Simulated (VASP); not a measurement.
# Au (Pm-3m) in VASP: a series of runs

The runs below take Au through single point, with PBE.

Everything below comes from runs of VASP 6.6.1. Logs are shortened: lines on timing, memory, paths and dates and some standing lists are left out, and cuts for length are marked.

### Step 1. The undisturbed crystal

It takes space group Pm-3m (No. 221, cubic). The conventional cell has a = 3.982 Å, b = 3.982 Å, c = 3.982 Å, α = 90.00°, β = 90.00°, γ = 90.00°. Au (site symmetry 4/mmm) is surrounded by 8 Au at 2.82 Å.

The cell was built by a generator and needn't be a form met in nature.

### Step 2. Single point, PBE, 19.40 Å³/atom (strain = -0.04)

Contents of INCAR:

```
ALGO = Fast
EDIFF = 1E-6
ENCUT = 520
GGA = PE
ISIF = 2
ISMEAR = -1
LASPH = True
LCHARG = False
LREAL = False
LWAVE = False
NELM = 60
PREC = Accurate
SIGMA = 0.05
```

Contents of KPOINTS:

```
k-points
0
Gamma
  7 7 7
```

Contents of POSCAR:

```
Au
1.0
    3.8226720000      0.0000000000      0.0000000000
    0.0000000000      3.8226720000      0.0000000000
    0.0000000000      0.0000000000      3.9819500000
Au
3
Direct
    0.5000000000      0.0000000000      0.0000000000
    0.0000000000      0.5000000000      0.0000000000
    0.0000000000      0.0000000000      0.5000000000
```

Potentials or basis: VASP PAW PBE potentials, release 64 (Au).

Launch:

```sh
> cat potpaw_PBE.64/Au/POTCAR > POTCAR
> mpirun -np 1 vasp_std > vasp.out
```

OUTCAR:

```text
EDIFF = 1E-6
   ENCUT = 520
   GGA = PE
   ISIF = 2
   ISMEAR = -1
   LASPH = True
   LREAL = False
   NELM = 60
   PREC = Accurate

 ion  position               nearest neighbor table
   1  0.500  0.000  0.000-   2 2.70   2 2.70   2 2.70   2 2.70   3 2.76   3 2.76   3 2.76   3 2.76

   2  0.000  0.500  0.000-   1 2.70   1 2.70   1 2.70   1 2.70   3 2.76   3 2.76   3 2.76   3 2.76

   3  0.000  0.000  0.500-   1 2.76   2 2.76   1 2.76   2 2.76   2 2.76   2 2.76   1 2.76   1 2.76

  LATTYP: Found a simple tetragonal cell.
 ALAT       =     3.8226720000
 C/A-ratio  =     1.0416666667

  Lattice vectors:

 A1 = (   3.8226720000,   0.0000000000,   0.0000000000)
 A2 = (   0.0000000000,   3.8226720000,   0.0000000000)
 A3 = (   0.0000000000,   0.0000000000,   3.9819500000)

Analysis of symmetry for initial positions (statically):
=====================================================================
 Subroutine PRICEL returns:
 Original cell was already a primitive cell.

 Routine SETGRP: Setting up the symmetry group for a
 simple tetragonal supercell.

 Subroutine GETGRP returns: Found 16 space group operations
 (whereof 16 operations were pure point group operations)
 out of a pool of 16 trial point group operations.

The static configuration has the point symmetry D_4h.

Analysis of symmetry for dynamics (positions and initial velocities):
=====================================================================
 Subroutine PRICEL returns:
 Original cell was already a primitive cell.

 Routine SETGRP: Setting up the symmetry group for a
 simple tetragonal supercell.

 Subroutine GETGRP returns: Found 16 space group operations
 (whereof 16 operations were pure point group operations)
 out of a pool of 16 trial point group operations.

The dynamic configuration has the point symmetry D_4h.

 Subroutine INISYM returns: Found 16 space group operations
 (whereof 16 operations are pure point group operations),
 and found     1 'primitive' translations

----------------------------------------------------------------------------------------

                                     Primitive cell

  volume of cell :      58.1875

  direct lattice vectors                    reciprocal lattice vectors
     3.822672000  0.000000000  0.000000000     0.261597124  0.000000000  0.000000000
     0.000000000  3.822672000  0.000000000     0.000000000  0.261597124  0.000000000
     0.000000000  0.000000000  3.981950000     0.000000000  0.000000000  0.251133239

  length of vectors
     3.822672000  3.822672000  3.981950000     0.261597124  0.261597124  0.251133239

  position of ions in fractional coordinates (direct lattice)
     0.500000000  0.000000000  0.000000000
     0.000000000  0.500000000  0.000000000
     0.000000000  0.000000000  0.500000000

  ion indices of the primitive-cell ions
   primitive index   ion index
                 1           1
                 2           2
                 3           3

----------------------------------------------------------------------------------------

 KPOINTS: k-points

Automatic generation of k-mesh.
 Grid dimensions read from file:
 generate k-points for:    7    7    7

 Generating k-lattice:

  Cartesian coordinates                     Fractional coordinates (reciprocal lattice)
     0.037371018  0.000000000  0.000000000     0.142857143  0.000000000  0.000000000
     0.000000000  0.037371018  0.000000000     0.000000000  0.142857143  0.000000000
     0.000000000  0.000000000  0.035876177     0.000000000  0.000000000  0.142857143

  Length of vectors
     0.037371018  0.037371018  0.035876177

  Shift w.r.t. Gamma in fractional coordinates (k-lattice)
     0.000000000  0.000000000  0.000000000

 Subroutine IBZKPT returns following result:
 ===========================================

 Found     40 irreducible k-points:

 Following reciprocal coordinates:
            Coordinates               Weight
  0.000000  0.000000  0.000000      1.000000
  0.142857  0.000000  0.000000      4.000000
  0.285714  0.000000  0.000000      4.000000
  0.428571  0.000000  0.000000      4.000000
  0.142857  0.142857  0.000000      4.000000
  0.285714  0.142857  0.000000      8.000000
[... 16 lines left out ...]
  0.285714  0.000000  0.285714      8.000000
  0.428571  0.000000  0.285714      8.000000
 [... further k-points ...]
   k-points           NKPTS =     40   k-points in BZ     NKDIM =     40   number of bands    NBANDS=     20
   number of dos      NEDOS =    301   number of ions     NIONS =      3
   total plane-waves  NPLWV =  23520
   dimension x,y,z NGX =    28 NGY =   28 NGZ =   30
   dimension x,y,z NGXF=    56 NGYF=   56 NGZF=   60
   ions per type =               3
   NGX,Y,Z   is equivalent  to a cutoff of  12.18, 12.18, 12.52 a.u.
   NGXF,Y,Z  is equivalent  to a cutoff of  24.35, 24.35, 25.05 a.u.
 SYSTEM =  unknown system
   PREC   = accura    normal or accurate (medium, high low for compatibility)
   ISTART =      0    job   : 0-new  1-cont  2-samecut
   ICHARG =      2    charge: 1-file 2-atom 10-const
   ISPIN  =      1    spin polarized calculation?
   LNONCOLLINEAR =      F non collinear calculations
   LSORBIT =      F    spin-orbit coupling
   LASPH  =      T    aspherical Exc in radial PAW
   ENCUT  =  520.0 eV  38.22 Ry    6.18 a.u.   7.11  7.11  7.40*2*pi/ulx,y,z
   NELM   =     60;   NELMIN=  2; NELMDL= -5     # of ELM steps
   EDIFF  = 0.1E-05   stopping-criterion for ELM
   LREAL  =      F    real-space projection
   EDIFFG = 0.1E-04   stopping-criterion for IOM
   NSW    =      0    number of steps for IOM
   IBRION =     -1    ionic relax: 0-MD 1-quasi-New 2-CG
   NFREE  =      0    steps in history (QN), initial steepest desc. (CG)
   ISIF   =      2    stress and relaxation
   ISYM   =      2    0-nonsym 1-usesym 2-fastsym
   POTIM  = 0.5000    time-step for ionic-motion
   TEBEG  =    0.0;   TEEND  =   0.0 temperature during run
   PSTRESS=    0.0 pullay stress
   NELECT =      33.0000    total number of electrons
   NUPDOWN=      -1.0000    fix difference up-down
   EMIN   =  10.00;   EMAX   =-10.00  energy-range for DOS
   EFERMI =   0.00;   METHOD = LEGACY
   ISMEAR =    -1;   SIGMA  =   0.05  broadening in eV -4-tet -1-fermi 0-gaus
   EFERMI_NEDOS =   21; number of points for ismear=-14 and -15
   IALGO  =     68    algorithm
   IMIX   =      4    mixing-type and parameters
     AMIX     =   0.40;   BMIX     =  1.00
     AMIX_MAG =   1.60;   BMIX_MAG =  1.00
  volume/ion in A,a.u.               =      19.40       130.89
  Fermi-wavevector in a.u.,A,eV,Ry     =   1.355094  2.560757 24.984114  1.836281
  Thomas-Fermi vector in A             =   2.482211
   LORBIT       =      0    0 simple, 1 ext, 2 COOP (PROOUT), +10 PAW based schemes
   GGA     = PE    functional components
   LHFCALC =     F    Hartree Fock is set to
   AEXX    =    0.0000 exact exchange contribution
   IVDW    =     0    specifies the selected vdW correction
   LEPSILON=     F    determine dielectric tensor
   LRPA    =     F    only Hartree local field effects (RPA)
 non-spin polarized calculation
 RMM-DIIS sequential band-by-band and
  energy-cutoff  :      520.00
  volume of cell :       58.19
 maximum number of plane-waves:      1576
   NGX = 15   NGY = 15   NGZ = 15

 number of electron      32.9999996 magnetization

 Free energy of the ion-electron system (eV)
  ---------------------------------------------------
  ext. energy  EPLUGINS =         0.00000000
  ---------------------------------------------------
  free energy    TOTEN  =        -9.25458796 eV

  energy without entropy =       -9.24803231  energy(sigma->0) =       -9.25131014

 E-fermi :   7.4291     XC(G=0): -11.7040

 val. band max:        7.4153634490   @ k =   0.2857   0.1429   0.0000
 cond. band min:       7.5496042769   @ k =   0.1429   0.1429   0.2857
 fundamental gap:      0.1342408279
 Fermi energy:         7.4291261768

 k-point     1 :       0.0000    0.0000    0.0000
  band No.  band energies     occupation
      1      -1.8509      2.00000
      2       0.6974      2.00000
      3       0.9797      2.00000
      4       1.1368      2.00000
      5       1.1368      2.00000
      6       1.5326      2.00000
[... 12 lines left out ...]
     19      10.7513      0.00000
     20      14.4329      0.00000

 k-point     2 :       0.1429    0.0000    0.0000
  band No.  band energies     occupation
      1      -1.5998      2.00000
      2       0.8752      2.00000
      3       1.1393      2.00000
      4       1.1899      2.00000
      5       1.2742      2.00000
      6       1.6648      2.00000
[... 12 lines left out ...]
     19      11.5265      0.00000
     20      14.5461      0.00000

 k-point     3 :       0.2857    0.0000    0.0000
  band No.  band energies     occupation
      1      -0.9197      2.00000
      2       1.3197      2.00000
      3       1.3200      2.00000
      4       1.6093      2.00000
      5       1.6795      2.00000
      6       1.8892      2.00000
[... 12 lines left out ...]
     19      13.0618      0.00000
     20      14.5540      0.00000

 k-point     4 :       0.4286    0.0000    0.0000
  band No.  band energies     occupation
      1      -0.1656      2.00000
      2       1.4372      2.00000
      3       1.6204      2.00000
      4       2.3068      2.00000
      5       2.3427      2.00000
      6       2.4179      2.00000
[... 12 lines left out ...]
     19      14.5050      0.00000
     20      14.5718      0.00000

 k-point     5 :       0.1429    0.1429    0.0000
  band No.  band energies     occupation
      1      -1.3616      2.00000
      2       1.0466      2.00000
      3       1.2354      2.00000
      4       1.2632      2.00000
      5       1.4182      2.00000
      6       1.8765      2.00000
[... 12 lines left out ...]
     19      11.4419      0.00000
     20      14.9718      0.00000

 k-point     6 :       0.2857    0.1429    0.0000
  band No.  band energies     occupation
      1      -0.7126      2.00000
      2       1.3755      2.00000
      3       1.4847      2.00000
      4       1.6077      2.00000
      5       1.8086      2.00000
      6       2.1268      2.00000
[... 12 lines left out ...]
     19      12.8834      0.00000
     20      15.0838      0.00000

 k-point     7 :       0.4286    0.1429    0.0000
  band No.  band energies     occupation
      1       0.0377      2.00000
      2       1.5163      2.00000
      3       1.8024      2.00000
      4       2.0294      2.00000
      5       2.3748      2.00000
      6       2.6894      2.00000
[... 12 lines left out ...]
     19      14.3299      0.00000
     20      14.8097      0.00000
[... 277 lines left out ...]
 k-point    20 :       0.4286    0.4286    0.1429
  band No.  band energies     occupation
      1       0.8646      2.00000
      2       1.3164      2.00000
      3       1.5327      2.00000
      4       2.2553      2.00000
      5       2.6981      2.00000
      6       2.7205      2.00000
[... 12 lines left out ...]
     19      10.3927      0.00000
     20      14.4255      0.00000

 k-point    21 :       0.0000    0.0000    0.2857
  band No.  band energies     occupation
      1      -1.0311      2.00000
      2       1.0988      2.00000
      3       1.1300      2.00000
      4       1.7136      2.00000
      5       1.7136      2.00000
      6       1.8194      2.00000
[... 12 lines left out ...]
     19      12.8295      0.00000
     20      15.2910      0.00000

 k-point    22 :       0.1429    0.0000    0.2857
  band No.  band energies     occupation
      1      -0.8052      2.00000
      2       1.2248      2.00000
      3       1.3223      2.00000
      4       1.6785      2.00000
      5       1.7988      2.00000
      6       2.0154      2.00000
[... 12 lines left out ...]
     19      13.4389      0.00000
     20      15.4076      0.00000

 k-point    23 :       0.2857    0.0000    0.2857
  band No.  band energies     occupation
      1      -0.1956      2.00000
      2       1.5376      2.00000
      3       1.7944      2.00000
      4       1.9092      2.00000
      5       2.0845      2.00000
      6       2.2076      2.00000
[... 12 lines left out ...]
     19      13.5186      0.00000
     20      14.8202      0.00000

 k-point    24 :       0.4286    0.0000    0.2857
  band No.  band energies     occupation
      1       0.5313      2.00000
      2       1.8147      2.00000
      3       1.9058      2.00000
      4       2.2648      2.00000
      5       2.4032      2.00000
      6       2.6069      2.00000
[... 12 lines left out ...]
     19      11.9716      0.00000
     20      16.3208      0.00000

 [... further k-points ...]

------------------------ aborting loop because EDIFF is reached ----------------------------------------

  FORCE on cell =-STRESS in cart. coord.  units (eV):
  Direction    XX          YY          ZZ          XY          YZ          ZX
  --------------------------------------------------------------------------------------
  -------------------------------------------------------------------------------------
  Total        4.5507966      4.5507966      3.2660975      0.0000000     -0.0000000      0.0000000
  in kB      125.3049237    125.3049237     89.9310891      0.0000000     -0.0000000      0.0000000
  external PRESSURE =     113.5136455 kB  Pullay stress =       0.0000000 kB

 VOLUME and BASIS-vectors are now :
 -----------------------------------------------------------------------------
  energy-cutoff  :      520.00
  volume of cell :       58.19
      direct lattice vectors                 reciprocal lattice vectors
     3.822672000  0.000000000  0.000000000     0.261597124  0.000000000  0.000000000
     0.000000000  3.822672000  0.000000000     0.000000000  0.261597124  0.000000000
     0.000000000  0.000000000  3.981950000     0.000000000  0.000000000  0.251133239

 POSITION                                       TOTAL-FORCE (eV/Angst)
 -----------------------------------------------------------------------------------
      1.91134      0.00000      0.00000         0.000000      0.000000      0.000000
      0.00000      1.91134      0.00000         0.000000      0.000000      0.000000
      0.00000      0.00000      1.99097         0.000000      0.000000      0.000000
 -----------------------------------------------------------------------------------
    total drift:                               -0.000000      0.000000     -0.000000

  FREE ENERGIE OF THE ION-ELECTRON SYSTEM (eV)
  ---------------------------------------------------
  free  energy   TOTEN  =        -9.2545879625 eV

  energy  without entropy=       -9.2480323078  energy(sigma->0) =       -9.25131014
```

It took 22 s on 1 thread of Intel Xeon Platinum 8488C (Sapphire Rapids), shared host; peak memory 0.17 GiB.

What came out:

```yaml
Free_energy: -9.2546 eV
Pressure: 11.4 GPa
Band_gap_on_the_k_mesh: none (metal or under the smearing width)
```

### Step 3. Single point, PBE, 20.21 Å³/atom (strain = -0.02)

INCAR is that of step 2.

KPOINTS is that of step 2.

Contents of POSCAR:

```
Au
1.0
    3.9023110000      0.0000000000      0.0000000000
    0.0000000000      3.9023110000      0.0000000000
    0.0000000000      0.0000000000      3.9819500000
Au
3
Direct
    0.5000000000      0.0000000000      0.0000000000
    0.0000000000      0.5000000000      0.0000000000
    0.0000000000      0.0000000000      0.5000000000
```

Potentials or basis: VASP PAW PBE potentials, release 64 (Au).

Launch:

```sh
> cat potpaw_PBE.64/Au/POTCAR > POTCAR
> mpirun -np 1 vasp_std > vasp.out
```

Run time: 29 s. Hardware: 1 thread of Intel Xeon Platinum 8488C (Sapphire Rapids), shared host; peak memory 0.18 GiB.

The run converged. Its results:

```
Free energy            : -9.3904 eV
Pressure               : 4.8 GPa
Band gap on the k mesh : none (metal or under the smearing width)
```
